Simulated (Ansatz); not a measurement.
Consider the formal loss of a carbene: `CCOCC` → `CCOC` + `[CH2]` (triplet).

Isolated molecules relaxed with PBE0-D4/def2-TZVP in Ansatz; ΔE leaves out vibrations. CBS: MP2 limit from def2 TZ/QZ plus the TZ coupled-cluster correction, frozen cores. This one scheme is used for every species. DFT in def2-TZVPP. B3LYP here is the variant with VWN-RPA as its local correlation; programs differ in this. HSE06 is defined as in plane-wave codes. Triplets are unrestricted, without spin–orbit coupling. Each species was taken in one conformer, which may not be the lowest.

```json
{"level": "r2SCAN-D4", "ΔE (kJ/mol)": "419.9", "difference from CCSD(T)/CBS": "-23.2"}
{"level": "B97M-V", "ΔE (kJ/mol)": "442.9", "difference from CCSD(T)/CBS": "-0.2"}
{"level": "B3LYP-D4", "ΔE (kJ/mol)": "434.2", "difference from CCSD(T)/CBS": "-8.9"}
{"level": "r2SCAN0-D4", "ΔE (kJ/mol)": "416.2", "difference from CCSD(T)/CBS": "-26.9"}
{"level": "HSE06-D4", "ΔE (kJ/mol)": "439.9", "difference from CCSD(T)/CBS": "-3.2"}
{"level": "BHLYP-D4", "ΔE (kJ/mol)": "423.1", "difference from CCSD(T)/CBS": "-20.0"}
{"level": "r2SCAN0", "ΔE (kJ/mol)": "414.1", "difference from CCSD(T)/CBS": "-29.0"}
{"level": "HSE06", "ΔE (kJ/mol)": "434.7", "difference from CCSD(T)/CBS": "-8.4"}
{"level": "BHLYP", "ΔE (kJ/mol)": "416.1", "difference from CCSD(T)/CBS": "-27.0"}
{"level": "CAM-B3LYP", "ΔE (kJ/mol)": "434.2", "difference from CCSD(T)/CBS": "-8.9"}
{"level": "LC-ωPBE", "ΔE (kJ/mol)": "430.8", "difference from CCSD(T)/CBS": "-12.3"}
{"level": "MP2/def2-SVP", "ΔE (kJ/mol)": "436.1", "difference from CCSD(T)/CBS": "-7.0"}
{"level": "CCSD(T)/def2-SVP", "ΔE (kJ/mol)": "427.4", "difference from CCSD(T)/CBS": "-15.7"}
{"level": "HF/def2-QZVPP", "ΔE (kJ/mol)": "294.3", "difference from CCSD(T)/CBS": "-148.8"}
{"level": "MP2/CBS(def2)", "ΔE (kJ/mol)": "455.2", "difference from CCSD(T)/CBS": "12.1"}
{"level": "CCSD/CBS(def2)", "ΔE (kJ/mol)": "431.8", "difference from CCSD(T)/CBS": "-11.3"}
{"level": "CCSD(T)/CBS", "ΔE (kJ/mol)": "443.1", "difference from CCSD(T)/CBS": "0"}
```

Largest T1 diagnostic among the species: 0.011.

From r2SCAN to r2SCAN0 (25 % exact exchange), in def2-TZVPP and without D4, ΔE moves by −3.9 kJ/mol. The D4 term adds +10.1 kJ/mol with B3LYP and +5.6 kJ/mol with PBE0; it sums over pairs of atoms, weighted by their polarisabilities, and B3LYP, whose exchange is more repulsive, gets the larger term. In def2-TZVPP, CCSD(T) changes the Hartree–Fock value by +137.6 kJ/mol (the triples alone add +11.3 kJ/mol) and MP2 by +149.7 kJ/mol.

CCSD(T)/CBS has its own doubt, a few kJ/mol and more with outer-core shells, so smaller differences from it don't rank the levels.
